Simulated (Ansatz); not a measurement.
HfSiO₄ on the sites of monoclinic HfO2 (relaxed group Pc), relaxed with r2SCAN. The symmetry is Pc (No. 7, monoclinic); conventional cell a = 4.658 Å, b = 4.856 Å, c = 5.210 Å, β = 96.3°, 9.76 Å³ an atom. Around Hf lie 7 O at 2.06–2.21 Å; around Si lie 5 O at 1.68–1.95 Å; around O lie 1 Si at 1.69 Å and 2 Hf at 2.06–2.20 Å; around O lie 1 Si at 1.76 Å and 2 Hf at 2.10–2.21 Å; around O lie 1 Si at 1.68 Å and 2 Hf at 2.07–2.18 Å; around O lie 2 Si at 1.69–1.95 Å and 1 Hf at 2.14 Å.

```yaml
crystal:
  lattice:
    - [4.65632, 0.00000, 0.10611]
    - [0.00000, 4.85552, 0.00000]
    - [-0.69188, 0.00000, 5.16382]
  atoms:
    - { symbol: Hf, position: [0.28709, 0.21850, 0.72583] }
    - { symbol: Si, position: [0.76096, 0.70738, 0.79929] }
    - { symbol: Si, position: [0.76096, 0.29262, 0.29929] }
    - { symbol: Hf, position: [0.28709, 0.78150, 0.22583] }
    - { symbol: O, position: [0.45330, 0.57662, 0.89579] }
    - { symbol: O, position: [0.55201, 0.92074, 0.57896] }
    - { symbol: O, position: [0.55201, 0.07926, 0.07896] }
    - { symbol: O, position: [0.45330, 0.42338, 0.39579] }
    - { symbol: O, position: [0.02574, 0.06483, 0.38364] }
    - { symbol: O, position: [0.92089, 0.52323, 0.11649] }
    - { symbol: O, position: [0.92089, 0.47677, 0.61649] }
    - { symbol: O, position: [0.02574, 0.93517, 0.88364] }
```

The questions ask for values computed with the PAW code Ansatz on this geometry. No magnetic order. The prototype was imposed, so other structures may be more stable.

Given (6×6×6 mesh): The r2SCAN gap is indirect, 4.82 eV (k = (0.135, 0, -0.083) to Y₂), below the direct gap of 4.86 eV at Y₂.

(1) How does the gap change from r2SCAN to PBE+SOC (6×6×6)?

(2) What does PBE0 give for the gap (4×4×4 mesh)?

(3) What do these levels agree on?

Answers

(1) With PBE+SOC the valence top lies at k = (0.135, 0, -0.083) and the conduction bottom at Y₂, 4.24 eV higher; the smallest vertical gap, at Y₂, is 4.28 eV. The gap differs by -0.58 eV from r2SCAN's.

(2) With PBE0 the valence top lies at k = (0.135, 0, -0.083) and the conduction bottom at Y₂, 6.78 eV higher; the smallest vertical gap, at Y₂, is 6.83 eV. The gap differs by +1.96 eV from r2SCAN's.

(3) Among these functionals the gap stays indirect.

Only the levels marked +SOC include spin-orbit coupling.

Where an edge lies off the special points, it is a point of the mesh or the k point where a search put PBE's edge or least direct gap, reused for the other functionals, whose own edges may lie a little apart.

Coordinates of k points refer to the reciprocal vectors of the primitive cell of the runs.

The meshes of the hybrids are coarse, so their gaps aren't converged to the digits shown.

PBE's own run along the path (4.26 eV) came before the search for the edges and missed one, so it isn't listed.
